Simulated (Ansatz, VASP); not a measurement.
# Two plane-wave programs on SiO2

```xyz
9
Lattice="5.1202 0.0000 0.0000 -2.5601 4.4343 0.0000 0.0000 0.0000 5.5960" Properties=species:S:1:pos:R:3 pbc="T T T"
Si   -1.2801    2.2171    1.8653
Si    1.2801    2.2171    3.7307
Si    2.5601    0.0000    0.0000
O     0.9576    3.5090    4.6634
O     2.5601    2.5838    2.7980
O     3.5177    0.9252    0.9327
O     1.6025    0.9252    4.6634
O     0.0000    1.8504    2.7980
O    -0.9576    3.5090    0.9327
```

Alike in both runs: functional PBE; k mesh 6 × 6 × 4; occupations gaussian, width 0.02 eV; no spin polarisation.

Ansatz relaxed the structure, and its values are those at the end. VASP's run is a single point on that final structure, the one shown.

|  | VASP | Ansatz |
| --- | --- | --- |
| version | VASP 6.6.1 | Ansatz 0.2.0 |
| potentials or method | VASP PAW PBE potentials, release 64 (Si, O) | scalar-relativistic, plane waves, PAW |
| plane-wave cutoff (eV) | 520 | 420 |
| valence electrons in the cell | 48 | 48 |

Ansatz gave:

| Item | Value |
| --- | --- |
| gap on the k mesh at the Fermi level (eV) | 5.51 |
| least direct gap on the mesh (eV) | 5.70 |
| pressure (GPa) | -1.0 |
| rms of the force components (eV/Å) | 0.000 |

Task: Which values does VASP return?

Result: gap on the k mesh at the Fermi level (eV): 5.51; least direct gap on the mesh (eV): 5.70; pressure (GPa): -0.9; rms of the force components (eV/Å): 0.006.

The functional is the same, so the differences come from potentials, cutoffs and numerics.

A k mesh can miss the band edges. As with any semilocal functional, this PBE gap is likely too small.
